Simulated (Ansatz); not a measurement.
# Searching the electronic states of Ni, part 1 of 2

Aim: see which self-consistent states Ni reaches from different starts at one fixed geometry, and which of them is lowest. We look at Ni: the measured crystal structure (space group Fm-3m, primitive cell doubled), with 2 atoms per cell. Source: COD entry 9012995, which need not be the ambient phase.

Method: DFT r2SCAN, PAW, plane waves, scalar-relativistic, in Ansatz 0.2.0.

## (1) Starting point

It takes space group Fm-3m (No. 225, cubic). The conventional cell has a = 3.538 Å, b = 3.538 Å, c = 3.538 Å, α = 90.00°, β = 90.00°, γ = 90.00°. Ni (site symmetry m-3m) is surrounded by 12 Ni at 2.50 Å.

Structure file:

```
Ni
1.0
     0.00000    1.76895    1.76895
     1.76895    0.00000    1.76895
     3.53790    3.53790    0.00000
Ni
2
Direct
  0.00000 0.00000 0.00000
  0.00000 0.00000 0.50000
```

Atoms are counted from 1 in the order of input.yaml (Ni2 and so on).

First come: parallel moments, plain SCF; opposed moments +-, plain SCF; no spin polarisation; spin on, no moments given (the program may seed its own), plain SCF. Further starts follow from what these give.

A plain SCF has the search for lower states switched off and ends at the first converged state. 

Moments by site are taken inside atomic spheres; the rest lies between them.

## (2) Parallel moments, plain SCF

Contents of input.yaml:

```yaml
crystal:
  lattice:
    - [0.0, 1.76895, 1.76895]
    - [1.76895, 0.0, 1.76895]
    - [3.5379, 3.5379, 0.0]
  atoms:
    - { symbol: Ni, position: [0.0, 0.0, 0.0], spin: 2.0 }
    - { symbol: Ni, position: [0.0, 0.0, 0.5], spin: 2.0 }
magnetization:
  spin_polarized: true
hamiltonian:
  xc: r2scan
  pseudopotentials: { kind: paw }
basis:
  ecutwfc: 500
kpoints:
  mp_grid: { grid: [13, 13, 7] }
scf:
  occupations: { method: gaussian, width: 0.1 }
  lower_state_search: "off"
output:
  forces: true
  stress: true
  write_density: true
  write_potential: true
  elf: true
  volumetric_format: npy
```

The run is started by

```
$ ansatz run input.yaml --threads 2 --pin off --max-ram 5120MiB --backend cpu --events-out ev --progress --plain --runs-dir out
```

The log of the run:

```text
Warning: crystal.symmetry: narrowed to the stabiliser of the k-point mesh — unitary ops 24 → 8; excluded 16 operations that carry a point of the 13×13×7 mesh (shift [0, 0, 0]) off the mesh (the run samples exactly the mesh kpoints.mp_grid names, as under crystal.symmetry.detect: false, and its converged state has the mesh's symmetry, not the crystal's; ε∞, the Born charges and the force constants of a linear response (`dielectric:` by the response, `phonons.method: dfpt`) are averaged over those of the crystal's operations that the state keeps within a tolerance, where `mesh_tensors`, `unaveraged_element` or `gamma_mean_max_change_ev_ang2` stands beside them; a row that `dielectric.field_direction` solves alone is averaged likewise, with nothing beside; a Γ-centred mesh of equal divisions is mapped onto itself by every operation and keeps the whole group, as does a half-shifted one under kpoints.further_shifts: images)
Engine: ansatz 0.2.0, aarch64-unknown-linux-gnu
Pseudopotentials: kind: paw
Pseudopotential: Ni, paw, valence charge 18, recommended cutoff 500 eV (meta_gga), Ni.paw.azcp
Functional definition: r2SCAN
  parameter k0 = 0.174
  parameter k1 = 0.065
  parameter a1 = 4.9479
  exchange = r2scan_x(k0 = k0, k1 = k1, a1 = a1)
  correlation = r2scan_c
Crystal: 2 atoms, lattice volume = 22.141 Å³
Basis set: ecut = 500 eV, 555 PW (Γ), exchange–correlation on 80×80×160 points (64 copies of the dense FFT grid, shifted against one another)
Bands: 24, of which v1, the nominal top of the filled ones, is band 18 counted from 1 (17 counted from 0)
Symmetry: 8 space group operations
k-points: 322 of 1183
Non-local potential: Ni, projectors of the file, l = 0: 3, l = 1: 2, l = 2: 3, l = 3: 1
PAW form: soft (Blöchl's): semilocal exchange-correlation on the pseudo side does not see the compensation charge
PAW frozen core: Ni, regenerated for the run's functional (the file was generated under x = pbe(κ = 0.804, μ = 0.2195149727645171), c = pbe(β = 0.06672455060314922))
PAW one-centre angular grid: Ni, 590 points (default); XC on 160 Gauss nodes
Initial density: superposition of atomic densities (chi_scale 0.1, normalization cell)
Starting moments: Σ|m| = 4 μB on 2 of 2 sites
Initial wavefunctions: pseudopotential atomic-orbital guess
Functional: x = r2scan, c = r2scan; τ floored in thin density (d = 2e-4 eV/Å³)
iter 1 solved again at ethr=1.87e-4 eV; its pass at ethr=3.10e-3 eV (dr2=6.72e-2 eV) is discarded
SCF iter   1: F=-11690.362778 eV  HF=-11689.728803 eV  |F-HF|=6.34e-1  |Δ(HF+E_count)|=         —  Δρ=1.13e-1 (↑9.10e-2 ↓1.13e-1)  dr2=6.69e-2  dr2_τ=3.43e-2  dr2_m=2.10e0  M=2.040 μB ∫|m|=2.336 μB  β_m=0.61  ethr=1.87e-4  ⟨swp⟩=1.6  Hψ=83159  notcnv=0
Mixer restart at iter 1: flushing history
preconditioner: auto → none  [metal: Δε(μ)=0.001 eV  Ē_g=12.182 eV  σ=0.100 eV  W_gap=0.01  n_scr=8 (ndim 8)  ℏωp=35.3 eV  f_vac=0.000  D(μ)=2.98/eV (n_scr^D=36)  sad-step TF]
spin-set hold released at iteration 1 (the charge has settled, or the pull on large starting moments outlasts its swing): the magnetisation degrees of freedom join the quasi-Newton model from the next iteration; the mixer history was flushed
SCF iter   2: F=-11690.435198 eV  HF=-11690.027084 eV  |F-HF|=4.08e-1  |Δ(HF+E_count)|=   2.98e-1  Δρ=6.18e-2 (↑3.74e-2 ↓6.18e-2)  dr2=8.36e-2  dr2_τ=2.77e-3  dr2_m=4.80e-1  M=1.877 μB ∫|m|=2.252 μB  β_m=1.20  ethr=1.86e-4  ⟨swp⟩=2.2  Hψ=33622  notcnv=0  κ⁻¹=1.0e0(r=1)
SCF iter   3: F=-11690.495568 eV  HF=-11690.091884 eV  |F-HF|=4.04e-1  |Δ(HF+E_count)|=   6.48e-2  Δρ=8.36e-3 (↑6.35e-3 ↓8.36e-3)  dr2=5.94e-3  dr2_τ=4.13e-4  dr2_m=3.51e-4  M=1.729 μB ∫|m|=2.207 μB  β_m=1.20  ethr=1.86e-4  ⟨swp⟩=3.0  Hψ=34325  notcnv=0  defer=73  κ⁻¹=6.4e-2(r=2)
SCF iter   4: F=-11690.521048 eV  HF=-11690.288538 eV  |F-HF|=2.33e-1  |Δ(HF+E_count)|=   1.97e-1  Δρ=1.06e-2 (↑5.25e-3 ↓1.06e-2)  dr2=1.35e-2  dr2_τ=1.54e-4  dr2_m=3.30e-3  M=1.686 μB ∫|m|=2.158 μB  β_m=1.20  ethr=1.65e-5  ⟨swp⟩=2.0  Hψ=35246  notcnv=0  defer=263  κ⁻¹=1.1e-3(r=3)
SCF iter   5: F=-11690.536228 eV  HF=-11690.447888 eV  |F-HF|=8.83e-2  |Δ(HF+E_count)|=   1.59e-1  Δρ=7.08e-3 (↑3.71e-3 ↓7.08e-3)  dr2=4.63e-3  dr2_τ=7.36e-5  dr2_m=2.34e-3  M=1.652 μB ∫|m|=2.093 μB  β_m=1.20  ethr=1.65e-5  ⟨swp⟩=2.0  Hψ=30600  notcnv=0  defer=267  κ⁻¹=4.5e-4(r=4)
SCF iter   6: F=-11690.546489 eV  HF=-11690.540320 eV  |F-HF|=6.17e-3  |Δ(HF+E_count)|=   9.24e-2  Δρ=2.53e-3 (↑2.53e-3 ↓2.41e-3)  dr2=7.96e-5  dr2_τ=8.64e-6  dr2_m=1.13e-3  M=1.596 μB ∫|m|=1.977 μB  β_m=1.20  ethr=1.29e-5  ⟨swp⟩=2.0  Hψ=32659  notcnv=0  defer=361  κ⁻¹=8.4e-5(r=5)
SCF iter   7: F=-11690.547125 eV  HF=-11690.543372 eV  |F-HF|=3.75e-3  |Δ(HF+E_count)|=   3.05e-3  Δρ=4.35e-4 (↑4.08e-4 ↓4.35e-4)  dr2=3.68e-5  dr2_τ=8.18e-7  dr2_m=1.91e-6  M=1.581 μB ∫|m|=1.950 μB  β_m=1.20  ethr=2.21e-7  ⟨swp⟩=2.7  Hψ=30129  notcnv=0  defer=446  κ⁻¹=3.0e-5(r=6)
SCF iter   8: F=-11690.547369 eV  HF=-11690.546107 eV  |F-HF|=1.26e-3  |Δ(HF+E_count)|=   2.74e-3  Δρ=5.62e-4 (↑5.62e-4 ↓2.77e-4)  dr2=1.36e-5  dr2_τ=2.33e-7  dr2_m=2.83e-5  M=1.573 μB ∫|m|=1.938 μB  β_m=1.20  ethr=1.02e-7  ⟨swp⟩=2.1  Hψ=26570  notcnv=0  defer=446  κ⁻¹=2.8e-6(r=7)
SCF iter   9: F=-11690.547502 eV  HF=-11690.547204 eV  |F-HF|=2.98e-4  |Δ(HF+E_count)|=   1.10e-3  Δρ=1.23e-4 (↑1.05e-4 ↓1.23e-4)  dr2=1.13e-6  dr2_τ=4.11e-8  dr2_m=1.75e-6  M=1.564 μB ∫|m|=1.925 μB  β_m=1.20  ethr=3.78e-8  ⟨swp⟩=2.6  Hψ=28676  notcnv=0  defer=446  κ⁻¹=3.4e-7(r=8)
SCF iter  10: F=-11690.547536 eV  HF=-11690.547494 eV  |F-HF|=4.17e-5  |Δ(HF+E_count)|=   2.90e-4  Δρ=1.69e-4 (↑1.69e-4 ↓1.62e-4)  dr2=2.29e-7  dr2_τ=1.41e-8  dr2_m=5.22e-6  M=1.560 μB ∫|m|=1.918 μB  β_m=1.20  ethr=3.15e-9  ⟨swp⟩=3.1  Hψ=36133  notcnv=0  defer=452  κ⁻¹=5.9e-7(r=8)
SCF iter  11: F=-11690.547543 eV  HF=-11690.547521 eV  |F-HF|=2.11e-5  |Δ(HF+E_count)|=   2.72e-5  Δρ=1.05e-4 (↑4.37e-5 ↓1.05e-4)  dr2=6.10e-7  dr2_τ=4.00e-9  dr2_m=1.01e-6  M=1.558 μB ∫|m|=1.916 μB  β_m=1.20  ethr=2.78e-10  ⟨swp⟩=13.6  Hψ=144802  notcnv=0  κ⁻¹=1.8e-6(r=8)
SCF iter  12: F=-11690.547546 eV  HF=-11690.547536 eV  |F-HF|=9.33e-6  |Δ(HF+E_count)|=   1.48e-5  Δρ=9.10e-5 (↑3.36e-5 ↓9.10e-5)  dr2=5.34e-7  dr2_τ=2.77e-9  dr2_m=7.03e-7  M=1.557 μB ∫|m|=1.914 μB  β_m=1.20  ethr=6.35e-10  ⟨swp⟩=2.0  Hψ=26565  notcnv=0  κ⁻¹=6.1e-7(r=8)
SCF iter  13: F=-11690.547548 eV  HF=-11690.547546 eV  |F-HF|=2.02e-6  |Δ(HF+E_count)|=   9.42e-6  Δρ=5.34e-5 (↑2.54e-5 ↓5.34e-5)  dr2=1.38e-7  dr2_τ=1.40e-9  dr2_m=2.72e-7  M=1.556 μB ∫|m|=1.912 μB  β_m=1.20  ethr=6.35e-10  ⟨swp⟩=2.1  Hψ=26555  notcnv=0  κ⁻¹=8.1e-7(r=8)
SCF iter  14: F=-11690.547548 eV  HF=-11690.547548 eV  |F-HF|=1.69e-8  |Δ(HF+E_count)|=   2.75e-6  Δρ=9.91e-6 (↑9.91e-6 ↓6.07e-6)  dr2=1.06e-8  dr2_τ=1.15e-10  dr2_m=6.10e-9  M=1.555 μB ∫|m|=1.910 μB  ethr=2.78e-10  ⟨swp⟩=11.0  Hψ=122827  notcnv=0
SCF 1 converged in 14 iterations: F = -11690.547548 eV  dr2 = 1.06e-8
  Residual-converged pass: ⟨swp⟩=1.0  Hψ=18045  notcnv=0  max |occ|·‖R‖ = 7.1e-9 eV (tolerance 1.0e-8 eV)  dr2=1.06e-8  dr2_τ=1.15e-10  dr2_m=6.10e-9  dr2_onsite=4.69e-8  max |Δocc| = 1.1e-10
this state was not tested for a lower state beside it, because the mixer in use, unlike msr1, does not test its closes by its own steps (another_mixer; see scf.mixing.algorithm and scf.lower_state_search)
SCF converged after 14 iterations
Magnetization: 1.5547 μB (18.7774 up, 17.2226 down)
Absolute magnetization: 1.9127 μB (∫|ρ↑−ρ↓|, with the PAW one-centre terms)
Spin contamination: 0.0473 ħ² per cell (⟨S²⟩ above its minimum at these occupations)
Per-site moments (μB) at R_I (Å): [(0.8478214312373543, 1.0319401459784534), (0.8478214312373543, 1.0319401459784534)]
Free energy (F): -11690.547548 eV
Harris-Foulkes:  -11690.547548 eV  (|F-HF|=1.69e-8)
Internal energy: -11690.534184 eV  (E = F + TS)
E sigma→0 (E₀):  -11690.540866 eV
Entropy (-TS):   -0.013365 eV (-6.682 meV/atom)
Fermi energy:    17.751460 eV
--- Per-component energies (eV) ---
  E_band       = -634.424620
  E_kinetic    = 562.296740
  E_local      = -6942.221930  (includes V_loc(G=0)·N_el)
  E_nonlocal   = 1280.729666
  E_hartree    = 2900.629575
  E_xc         = -156.872044
  E_vxc        = -232.866285  (∫ρ·V_xc dr)
  E_paw        = -3288.365782  (= ΣΔE_a)
  E_vpaw       = -1120.871068  (= ΣTr[D̂ρ^β])
  E_aug_tail   = 0.000443  (compensation charges beyond the density's cutoff)
  E_vtau       = 17.258023  (kinetic-family band-sum trace: ∫τ·v_τ [+ j·A + Jᵃ·Aᵃ] dr)
  E_ewald      = -6046.130714
  E_core_change = -0.600137  (= ΣΔE_core)
  E_smearing   = -0.013365  (= −TS)
  E_closure    = -0.000000  (closes the sum)
  Σ components = -11690.547548   (vs F -11690.547548, Δ=0.00e0)
--- Forces (eV/Å), atoms counted from 1 ---
  atom   1  Ni     0.00000000     0.00000000     0.00000000
  atom   2  Ni     0.00000000    -0.00000000     0.00000000
  max |Σ_I F_I| component: 5.05e-29 eV/Å
--- Stress (GPa, compression-positive) ---
       -9.690886      -0.061626      -0.015438
       -0.061626      -9.690886      -0.015438
       -0.015390      -0.015390      -9.641527
  P = ⅓ Tr σ = -9.6744 GPa (-96.744 kbar)
--- Band table (eV; the first three rows and the last of 644) ---
  k-point 0 ↑: bands = ["-90.0769", "-90.0456", "-49.0627", "-48.8887", "-48.8880", "-48.8623", "-48.8581", "-48.8529", "8.3159", "12.4303", "14.7210", "14.7270", "14.7361", "14.8174", "14.8205", "16.0159", "16.0185", "16.5799", "16.5897", "17.2427", "23.1402", "40.3369", "41.8510", "42.8695"]
  k-point 1 ↑: bands = ["-90.0754", "-90.0472", "-49.0525", "-48.8873", "-48.8865", "-48.8690", "-48.8596", "-48.8581", "8.5202", "12.3585", "14.6776", "14.7704", "14.7742", "14.8432", "14.8462", "15.9978", "16.0009", "16.4214", "16.5137", "16.5236", "24.4078", "40.4995", "41.0370", "42.8843"]
  k-point 2 ↑: bands = ["-90.0710", "-90.0516", "-49.0242", "-48.8961", "-48.8831", "-48.8824", "-48.8639", "-48.8637", "9.1174", "12.0045", "14.5582", "14.8759", "14.8779", "14.9080", "14.9109", "15.1624", "15.9672", "15.9717", "16.3405", "16.3500", "27.1343", "37.8546", "40.9553", "42.7934"]
  k-point 321 ↓: bands = ["-88.6137", "-88.6114", "-47.6395", "-47.6331", "-47.5481", "-47.5352", "-47.5157", "-47.5032", "13.7532", "13.8888", "14.6225", "14.7667", "15.7260", "15.9119", "16.5241", "16.9207", "17.9444", "18.0286", "20.2660", "20.5723", "25.7958", "27.4488", "31.3885", "33.7127"]
```

Run time: 46 s. Hardware: 2 threads of Arm Neoverse V1, shared host; peak memory 0.63 GiB.

Result: ferromagnetic, site moments Ni1 0.85, Ni2 0.85 μB, total 1.55 μB per cell, no gap on the k-mesh.

Density in a lattice plane of the grid's cell (edges 2.50 and 5.00 Å, at 0.000 of the third edge), which holds Ni. It is the smooth density of the valence electrons, not physical close to the nuclei.

Ten even steps from '0' (0.26 e/Å³) to '9' (60.72 e/Å³):
```
553000000002
121000000000
000000000000
000000000000
000000000000
000000000000
000000000000
100000000012
520000000035
962000000026
553000000002
121000000000
000000000000
000000000000
000000000000
000000000000
000000000000
100000000012
520000000035
962000000026
```
Columns run along the first of these edges and rows up along the second, over one cell in 12 and 20 even steps from the bottom left corner. Atoms in the plane (fractional): Ni at (0.00, 0.00), Ni at (0.00, 0.50).

Spin density (up less down) in a lattice plane of the grid's cell (edges 2.50 and 5.00 Å, at 0.000 of the third edge), which holds Ni.

Values in e/Å³, 12 rows by 6 columns:
```
 0.88  0.85  0.11 -0.01 -0.01  0.12
 0.04  0.11  0.04 -0.01 -0.02 -0.01
-0.01 -0.01 -0.01 -0.02 -0.01 -0.01
 0.04 -0.01 -0.02 -0.01  0.04  0.11
 0.88  0.12 -0.01 -0.01  0.11  0.85
 3.74  0.90  0.05 -0.01  0.05  0.90
 0.88  0.85  0.11 -0.01 -0.01  0.12
 0.04  0.11  0.04 -0.01 -0.02 -0.01
-0.01 -0.01 -0.01 -0.02 -0.01 -0.01
 0.04 -0.01 -0.02 -0.01  0.04  0.11
 0.88  0.12 -0.01 -0.01  0.11  0.85
 3.74  0.90  0.05 -0.01  0.05  0.90
```
Columns run along the first of these edges and rows up along the second, over one cell in 6 and 12 even steps from the bottom left corner. Atoms in the plane (fractional): Ni at (0.00, 0.00), Ni at (0.00, 0.50).

## (3) Opposed moments +-, plain SCF

Edit input.yaml of step 2 so:

```diff
@@ -7,3 +7,3 @@
     - { symbol: Ni, position: [0.0, 0.0, 0.0], spin: 2.0 }
-    - { symbol: Ni, position: [0.0, 0.0, 0.5], spin: 2.0 }
+    - { symbol: Ni, position: [0.0, 0.0, 0.5], spin: -2.0 }
 magnetization:
```

The run is started by

```
$ ansatz run input.yaml --threads 2 --pin off --max-ram 5120MiB --backend cpu --events-out ev --progress --plain --runs-dir out
```

The log of the run, shortened:

```text
Warning: crystal.symmetry: narrowed to the stabiliser of the k-point mesh — unitary ops 12 → 4; excluded 8 operations that carry a point of the 13×13×7 mesh (shift [0, 0, 0]) off the mesh (the run samples exactly the mesh kpoints.mp_grid names, as under crystal.symmetry.detect: false, and [...]
[... 12 lines as in an earlier run ...]
Symmetry: 4 space group operations
[... 6 lines as in an earlier run ...]
Starting moments: Σ|m| = 4 μB on 2 of 2 sites
[... 2 lines as in an earlier run ...]
spin-down is spin-up translated by (0, 0, 0.5): one eigenproblem is solved per k-point and the antiferromagnetic symmetry of the starting moments is kept exactly by this SCF (crystal.symmetry.spin_inversion_symmetry: false solves both channels; [...]
SCF iter   1: F=-11690.039349 eV  HF=-11689.452894 eV  |F-HF|=5.86e-1  |Δ(HF+E_count)|=         —  Δρ=1.10e-1 (↑1.10e-1 ↓1.10e-1)  dr2=1.19e-1  dr2_τ=3.42e-2  dr2_m=2.38e0  M=0.000 μB ∫|m|=2.224 μB  β_m=0.30  ethr=3.32e-4  ⟨swp⟩=1.4  Hψ=42653  notcnv=0
[...]
[... 1 line as in an earlier run ...]
SCF converged after 16 iterations
Magnetization: 0.0000 μB (18.0000 up, 18.0000 down)
Absolute magnetization: 1.1905 μB (∫|ρ↑−ρ↓|, with the PAW one-centre terms)
Spin contamination: 0.5733 ħ² per cell (⟨S²⟩ above its minimum at these occupations)
Per-site moments (μB) at R_I (Å): [(0.5707868626989879, 1.0319401459784534), (-0.5707868626989879, 1.0319401459784534)]
Free energy (F): -11690.364379 eV
[...]
E sigma→0 (E₀):  -11690.357692 eV
Entropy (-TS):   -0.013375 eV (-6.687 meV/atom)
Fermi energy:    17.459492 eV
[...]
--- Forces (eV/Å), atoms counted from 1 ---
  atom   1  Ni    -0.00000000    -0.00000000    -0.00000000
  atom   2  Ni     0.00000000     0.00000000     0.00000000
[...]
--- Stress (GPa, compression-positive) ---
      -10.183913       1.368599      -1.485186
        1.368599     -10.183913      -1.485186
       -1.485074      -1.485074     -10.212159
  P = ⅓ Tr σ = -10.1933 GPa (-101.933 kbar)
--- Band table (eV; the first three rows and the last of 644) ---
[... band rows left out ...]
[...]
```

It took 27 s on 2 threads of Arm Neoverse V1, shared host; peak memory 0.59 GiB.

Result: antiferromagnetic (magnetic neighbours of Ni1 with a moment over 0.3 of its own that point the other way: 6 of 12 at 2.50 Å, 6 of 6 at 3.54 Å), site moments Ni1 0.57, Ni2 -0.57 μB, total 0.00 μB per cell, no gap on the k-mesh. It lies 91.6 meV/atom above the lowest state so far (step 2).

Density in a lattice plane of the grid's cell (edges 2.50 and 5.00 Å, at 0.000 of the third edge), which holds Ni. It is the smooth density of the valence electrons, not physical close to the nuclei.

Ten even steps from ' ' (0.26 e/Å³) to '@' (60.75 e/Å³):
```
++++--                ::
..::..                  
                        
                        
                        
                        
                        
..                  ..::
++::                --++
@@**::              ::**
++++--                ::
..::..                  
                        
                        
                        
                        
                        
..                  ..::
++::                --++
@@**::              ::**
```
Columns run along the first of these edges and rows up along the second, over one cell in 12 and 20 even steps from the bottom left corner. Atoms in the plane (fractional): Ni at (0.00, 0.00), Ni at (0.00, 0.50).

Spin density (up less down) in a lattice plane of the grid's cell (edges 2.50 and 5.00 Å, at 0.000 of the third edge), which holds Ni.

Values in e/Å³, 12 rows by 6 columns:
```
 0.41  0.38  0.03  0.00  0.00  0.03
 0.02  0.11  0.01  0.00  0.00  0.00
 0.00  0.01  0.01  0.00 -0.01 -0.01
-0.02  0.00  0.00  0.00 -0.01 -0.11
-0.41 -0.03  0.00  0.00 -0.03 -0.38
-2.41 -0.72 -0.05  0.01 -0.05 -0.72
-0.41 -0.38 -0.03  0.00  0.00 -0.03
-0.02 -0.11 -0.01  0.00  0.00  0.00
 0.00 -0.01 -0.01  0.00  0.01  0.01
 0.02  0.00  0.00  0.00  0.01  0.11
 0.41  0.03  0.00  0.00  0.03  0.38
 2.41  0.72  0.05 -0.01  0.05  0.72
```
Columns run along the first of these edges and rows up along the second, over one cell in 6 and 12 even steps from the bottom left corner. Atoms in the plane (fractional): Ni at (0.00, 0.00), Ni at (0.00, 0.50).

## (4) No spin polarisation

Contents of input.yaml:

```yaml
crystal:
  lattice:
    - [0.0, 1.76895, 1.76895]
    - [1.76895, 0.0, 1.76895]
    - [3.5379, 3.5379, 0.0]
  atoms:
    - { symbol: Ni, position: [0.0, 0.0, 0.0] }
    - { symbol: Ni, position: [0.0, 0.0, 0.5] }
hamiltonian:
  xc: r2scan
  pseudopotentials: { kind: paw }
basis:
  ecutwfc: 500
kpoints:
  mp_grid: { grid: [13, 13, 7] }
scf:
  occupations: { method: gaussian, width: 0.1 }
  lower_state_search: "off"
output:
  forces: true
  stress: true
```

The run is started by

```
$ ansatz run input.yaml --threads 2 --pin off --max-ram 5120MiB --backend cpu --events-out ev --progress --plain --runs-dir out
```

The log of the run, shortened:

```text
[... 12 lines as in an earlier run ...]
Bands: 22, of which v1, the nominal top of the filled ones, is band 18 counted from 1 (17 counted from 0)
[... 6 lines as in an earlier run ...]
[...]
[... 2 lines as in an earlier run ...]
SCF iter   1: F=-11690.268046 eV  HF=-11690.190009 eV  |F-HF|=7.80e-2  |Δ(HF+E_count)|=         —  Δρ=2.06e-2  dr2=5.11e-2  dr2_τ=5.73e-2  ethr=1.77e-3  ⟨swp⟩=5.1  Hψ=27875  notcnv=0
[...]
SCF iter   9: F=-11690.286951 eV  HF=-11690.286951 eV  |F-HF|=2.59e-9  |Δ(HF+E_count)|=   1.44e-8  Δρ=5.81e-6  dr2=3.37e-9  dr2_τ=3.82e-11  ethr=2.78e-10  ⟨swp⟩=5.1  Hψ=29988  notcnv=0
[...]
SCF converged after 9 iterations
Free energy (F): -11690.286951 eV
[...]
E sigma→0 (E₀):  -11690.268246 eV
Entropy (-TS):   -0.037410 eV (-18.705 meV/atom)
Fermi energy:    17.348818 eV
[...]
--- Forces (eV/Å), atoms counted from 1 ---
  atom   1  Ni     0.00000000     0.00000000     0.00000000
  atom   2  Ni     0.00000000     0.00000000     0.00000000
[...]
--- Stress (GPa, compression-positive) ---
      -12.457704       0.098041      -0.151788
        0.098041     -12.457704      -0.151788
       -0.151789      -0.151789     -12.637613
  P = ⅓ Tr σ = -12.5177 GPa (-125.177 kbar)
```

Wall time 11 s (2 threads of Arm Neoverse V1, shared host); peak memory 0.49 GiB.

Result: non-magnetic (no spin polarisation), no gap on the k-mesh. Against step 2, the lowest until now, it is 130 meV/atom higher.

## (5) Spin on, no moments given (the program may seed its own), plain SCF

Edit input.yaml of step 4 so:

```diff
@@ -21 +21,7 @@
   stress: true
+  write_density: true
+  write_potential: true
+  elf: true
+  volumetric_format: npy
+magnetization:
+  spin_polarized: true
```

The run is started by

```
$ ansatz run input.yaml --threads 2 --pin off --max-ram 5120MiB --backend cpu --events-out ev --progress --plain --runs-dir out
```

The log of the run, shortened:

```text
[... 1 line as in an earlier run ...]
band count auto-derived: 24 (N_el = 36.0; filled up to band 18; 22 by the electrons, moments and atoms)
[... 21 lines as in an earlier run ...]
[...]
SCF iter   1: F=-11689.935503 eV  HF=-11688.855721 eV  |F-HF|=1.08e0  |Δ(HF+E_count)|=         —  Δρ=1.85e-1 (↑1.85e-1 ↓1.66e-1)  dr2=4.80e-2  dr2_τ=4.34e-2  dr2_m=6.24e0  M=2.508 μB ∫|m|=2.508 μB  ethr=1.08e-3  ⟨swp⟩=1.3  Hψ=41969  notcnv=0
[...]
SCF iter  12: F=-11690.547548 eV  HF=-11690.547548 eV  |F-HF|=1.39e-8  |Δ(HF+E_count)|=   2.21e-7  Δρ=1.02e-5 (↑1.28e-6 ↓1.02e-5)  dr2=4.07e-9  dr2_τ=6.72e-11  dr2_m=6.11e-9  M=1.555 μB ∫|m|=1.910 μB  ethr=1.80e-10  ⟨swp⟩=6.7  Hψ=102711  notcnv=0
the search or the solves at the SCF's close seem to have found levels that the self-consistency loop had missed (the run counts 1). By its estimate they hold under 1e-12 electrons; where the run keeps them, the occupations were computed again with them
[...]
SCF converged after 12 iterations
Magnetization: 1.5548 μB (18.7774 up, 17.2226 down)
Absolute magnetization: 1.9127 μB (∫|ρ↑−ρ↓|, with the PAW one-centre terms)
Spin contamination: 0.0473 ħ² per cell (⟨S²⟩ above its minimum at these occupations)
Per-site moments (μB) at R_I (Å): [(0.8478460348932417, 1.0319401459784534), (0.8478460348932417, 1.0319401459784534)]
Free energy (F): -11690.547548 eV
[...]
E sigma→0 (E₀):  -11690.540866 eV
Entropy (-TS):   -0.013364 eV (-6.682 meV/atom)
Fermi energy:    17.751576 eV
[... 31 lines left out: energy terms, forces, stress, bands ...]
```

Wall time 40 s (2 threads of Arm Neoverse V1, shared host); peak memory 0.64 GiB.

This is the state of step 2 again (ferromagnetic), after 12 iterations.

(Continued in part 2 of 2.)
